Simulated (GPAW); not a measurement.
# V (Im-3m) in GPAW: notebook, part 2 of 2

GPAW 26.7.0. Earlier steps stand in the parts before.

## Step 4: Relaxation of cell and atoms, LDA, collinear spin, ferromagnetic start

Contents of run.py:

```python
from ase.filters import FrechetCellFilter
from ase.io import read, write
from ase.optimize import FIRE
from gpaw import GPAW, PW

atoms = read('V.xyz')
atoms.set_initial_magnetic_moments([2.0])

calc = GPAW(mode=PW(600),
            xc='LDA',
            kpts={'size': (12, 12, 12), 'gamma': True},
            occupations={'name': 'fermi-dirac', 'width': 0.05},
            nbands=15,
            convergence={'density': 1e-05, 'forces': 0.0001},
            maxiter=150,
            txt='gpaw.txt')
atoms.calc = calc
opt = FIRE(FrechetCellFilter(atoms), trajectory='relax.traj', logfile='-')
done = opt.run(fmax=0.02, steps=40)
calc.write('gs.gpw')
write('result.traj', atoms)
print('Converged:', done)
print('Cell:', atoms.cell.cellpar().round(4))
print('Volume:', round(atoms.get_volume(), 4))
print(atoms.get_scaled_positions().round(5))
```

Contents of V.xyz:

```xyz
1
Lattice="-1.5143500000 1.5143500000 1.5143500000 1.5143500000 -1.5143500000 1.5143500000 1.5143500000 1.5143500000 -1.5143500000" Properties=species:S:1:pos:R:3 pbc="T T T"
V      0.0000000000      0.0000000000      0.0000000000
```

Potentials or basis: the program's PAW data sets (release 1.2.1) made for this functional, pw.

On the command line:

```
OMP_NUM_THREADS=1 python run.py
```

Wall time 74 s (1 thread of Intel Xeon Platinum 8488C (Sapphire Rapids), shared host); peak memory 0.23 GiB.

It converged, with:

```
Free energy                            : -9.5557 eV
Relaxed volume                         : 12.55 Å³/atom
Relaxed cell                           : a = 2.536 Å, b = 2.536 Å, c = 2.536 Å, α = 109.47°, β = 109.47°, γ = 109.47°
Space group after relaxing (to 0.05 Å) : Im-3m (No. 229)
Energy gained by relaxing              : 77.9 meV/atom
Ionic steps                            : 7
Pressure after relaxing                : 0.0 GPa
Band gap on the k mesh                 : none (metal or under the smearing width)
Net moment                             : 0.00 μB per cell
```

Step by step:
| step | energy change (eV) | largest force (eV/Å) | pressure (GPa) | volume (Å³) |
| --- | --- | --- | --- | --- |
| 1 | 0.0000 | 0.0000 | -17.10 | 13.89 |
| 2 | -0.0523 | 0.0000 | -10.39 | 13.29 |
| 3 | -0.0768 | 0.0000 | 2.77 | 12.38 |
| 4 | -0.0771 | 0.0000 | 2.43 | 12.40 |
| 5 | -0.0775 | 0.0000 | 1.80 | 12.44 |
| 6 | -0.0778 | 0.0000 | 0.95 | 12.49 |
| 7 | -0.0779 | 0.0000 | 0.01 | 12.55 |

Final structure:
```yaml
crystal:
  lattice:
    - [-1.46399, 1.46399, 1.46399]
    - [1.46399, -1.46399, 1.46399]
    - [1.46399, 1.46399, -1.46399]
  atoms:
    - { symbol: V, position: [0.00000, 0.00000, 0.00000] }
```

Levels at points of the mesh, in eV from the Fermi level:
Spin up:
| k point | band 4 | band 5 | band 6 | band 7 | band 8 | band 9 |
| --- | --- | --- | --- | --- | --- | --- |
| (0.00, 0.00, 0.00) | -36.52 | -6.65 | 0.41 | 0.41 | 0.41 | 2.58 |
| (0.50, 0.50, 0.00) | -36.54 | -3.38 | -1.27 | 1.98 | 2.61 | 2.99 |
| (0.50, 0.50, 0.50) | -37.29 | -3.31 | -3.31 | 4.11 | 4.11 | 4.11 |
Spin down:
| k point | band 3 | band 4 | band 5 | band 6 | band 7 | band 8 | band 9 | band 10 |
| --- | --- | --- | --- | --- | --- | --- | --- | --- |
| (0.00, 0.00, 0.00) | -36.52 | -36.52 | -6.65 | 0.41 | 0.41 | 0.41 | 2.58 | 2.58 |
| (0.50, 0.50, 0.00) | -36.87 | -36.54 | -3.38 | -1.27 | 1.98 | 2.61 | 2.99 | 4.56 |
| (0.50, 0.50, 0.50) | -37.29 | -37.29 | -3.31 | -3.31 | 4.11 | 4.11 | 4.11 | 10.90 |

Caveat: each step starts from the last one's moments, so a moment once lost doesn't come back; later steps reuse the first step's grids. LDA usually gives volumes a few per cent too small.

## Step 5: Relaxation of cell and atoms, PBEsol, collinear spin, ferromagnetic start

run.py: that of step 4 with these lines changed.

```diff
@@ -3,3 +3,5 @@
 from ase.optimize import FIRE
-from gpaw import GPAW, PW
+from gpaw import GPAW, PW, setup_paths
+
+setup_paths.insert(0, '.')
 
@@ -9,3 +11,3 @@
 calc = GPAW(mode=PW(600),
-            xc='LDA',
+            xc='PBEsol',
             kpts={'size': (12, 12, 12), 'gamma': True},
@@ -18,3 +20,3 @@
 opt = FIRE(FrechetCellFilter(atoms), trajectory='relax.traj', logfile='-')
-done = opt.run(fmax=0.02, steps=40)
+done = opt.run(fmax=0.01, steps=40)
 calc.write('gs.gpw')
```

V.xyz is that of step 4.

Potentials or basis: PAW data sets generated in the run's folder for this functional, pw.

On the command line:

```
gpaw-setup -f PBEsol V
OMP_NUM_THREADS=1 python run.py
```

Wall time 78 s (1 thread of Intel Xeon Platinum 8488C (Sapphire Rapids), shared host); peak memory 0.22 GiB.

The run converged. Its results:

```
Free energy                            : -9.1431 eV
Relaxed volume                         : 13.05 Å³/atom
Relaxed cell                           : a = 2.569 Å, b = 2.569 Å, c = 2.569 Å, α = 109.47°, β = 109.47°, γ = 109.47°
Space group after relaxing (to 0.05 Å) : Im-3m (No. 229)
Energy gained by relaxing              : 29.5 meV/atom
Ionic steps                            : 7
Pressure after relaxing                : 0.0 GPa
Band gap on the k mesh                 : none (metal or under the smearing width)
Net moment                             : 0.00 μB per cell
```

The path:
```tsv
step	energy change (eV)	largest force (eV/Å)	pressure (GPa)	volume (Å³)
1	0.0000	0.0000	-10.72	13.89
2	-0.0203	0.0000	-6.24	13.51
3	-0.0288	0.0000	1.77	12.93
4	-0.0290	0.0000	1.56	12.95
5	-0.0292	0.0000	1.16	12.97
6	-0.0294	0.0000	0.63	13.01
7	-0.0295	0.0000	0.04	13.05
```

Final structure:
```yaml
crystal:
  lattice:
    - [-1.48306, 1.48306, 1.48306]
    - [1.48306, -1.48306, 1.48306]
    - [1.48306, 1.48306, -1.48306]
  atoms:
    - { symbol: V, position: [0.00000, 0.00000, 0.00000] }
```

Levels at points of the mesh, in eV from the Fermi level:
Spin up:
```tsv
k point	band 2	band 3	band 4	band 5	band 6	band 7	band 8	band 9	band 10	band 11
(0.00, 0.00, 0.00)	-36.81	-36.81	-36.81	-6.63	0.43	0.43	0.43	2.50	2.50	21.05
(0.50, 0.50, 0.00)	-37.80	-37.11	-36.81	-3.24	-1.16	1.76	2.52	2.89	4.35	10.65
(0.50, 0.50, 0.50)	-37.48	-37.48	-37.48	-3.11	-3.11	3.93	3.93	3.93	10.50	10.50
```
Spin down:
```
           k point  band 2  band 3  band 4  band 5  band 6  band 7  band 8  band 9  band 10  band 11
(0.00, 0.00, 0.00)  -36.81  -36.81  -36.81   -6.63    0.43    0.43    0.43    2.50     2.50    21.05
(0.50, 0.50, 0.00)  -37.80  -37.11  -36.81   -3.24   -1.16    1.76    2.52    2.89     4.35    10.65
(0.50, 0.50, 0.50)  -37.48  -37.48  -37.48   -3.11   -3.11    3.93    3.93    3.93    10.50    10.50
```

Caveat: each step starts from the last one's moments, so a moment once lost doesn't come back; later steps reuse the first step's grids.

## Step 6: The runs side by side

```csv
task,level,potentials or basis,cell,smearing,optimizer,fmax,max steps,convergence,gap on the mesh (eV),pressure (GPa),moment (μB),relaxed volume (Å³/atom)
single point,PBE,"GPAW PAW data sets (gpaw-data 1.2.1), pw",as given,gaussian 0.011 eV,-,-,-,-,none,-4.2,0.10,-
relaxation of cell and atoms,PBE,"GPAW PAW data sets (gpaw-data 1.2.1), pw",relaxed,fermi-dirac 0.05 eV,BFGS,0.02 eV/Å,100,density=1e-05 forces=0.0001,none,0.0,0.00,13.55
relaxation of cell and atoms,LDA,"the program's PAW data sets (release 1.2.1) made for this functional, pw",relaxed,fermi-dirac 0.05 eV,FIRE,0.02 eV/Å,40,density=1e-05 forces=0.0001,none,0.0,0.00,12.55
relaxation of cell and atoms,PBEsol,"PAW data sets generated in the run's folder for this functional, pw",relaxed,fermi-dirac 0.05 eV,FIRE,0.01 eV/Å,40,density=1e-05 forces=0.0001,none,0.0,0.00,13.05
```

Alike in all rows: spin collinear, ferromagnetic start; k mesh 12 × 12 × 12; cutoff (eV) 600.

Caveats: each step starts from the last one's moments, so a moment once lost doesn't come back (some runs); later steps reuse the first step's grids (some runs).

Total energies depend on the potentials used, so only differences within one code and one set of settings carry meaning.
